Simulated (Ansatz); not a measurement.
**Ir: experiment and calculation**

**The experiment to reproduce.**

“Phase stability and electronic structure of iridium metal at the megabar range”, 2019, pmc:6586894 reports, for a powder of Ir: lattice constant a 3.837 ± 0.001 Å; bulk modulus 339 ± 3 GPa.

The runs below are set against these values where they give the same quantity.

Computed with Ansatz, DFT PBEsol, scalar-relativistic, plane waves, PAW.

Plane waves to 420 eV, a k mesh through Γ of 18×18×18 on the computed 1-atom cell and Gaussian smearing (0.10 eV); no spin polarisation.

Relaxed structure, symmetry kept:

```yaml
crystal:
  lattice:
    - [0.00000, 1.91513, 1.91513]
    - [1.91513, 0.00000, 1.91513]
    - [1.91513, 1.91513, 0.00000]
  atoms:
    - { symbol: Ir, position: [0.00000, 0.00000, 0.00000] }
```

```
Space group                                                       : Fm-3m (No. 225)
Volume per atom                                                   : 14.05 Å³
Formation energy from the elements' standard states (uncorrected) : +0.002 eV/atom
Kohn–Sham band gap                                                : none (metal)
Density of states at the Fermi level                              : 0.89 states/eV per cell
Löwdin character within 0.5 eV of the Fermi level                 : Ir 5d 95 %
Bulk modulus                                                      : 387 GPa
Its pressure derivative                                           : 5.0
Bader charges (e)                                                 : Ir (1 in the cell) 0.00
```

Spin-orbit coupling is left out, which matters for the bands of heavy elements.

Measured lattice constant a of Ir: 3.837 Å (powder; the paper above). This calculation gives 3.830 Å (-0.2 %). 2 values of this kind are on record in papers (3.837 to 3.838 Å); this one was drawn at random among those near their median, those with a stated uncertainty first. The calculation is for 0 K without zero-point motion. Measured bulk modulus of Ir: 339 GPa (powder; the paper above). This calculation gives 387 GPa (+14.2 %).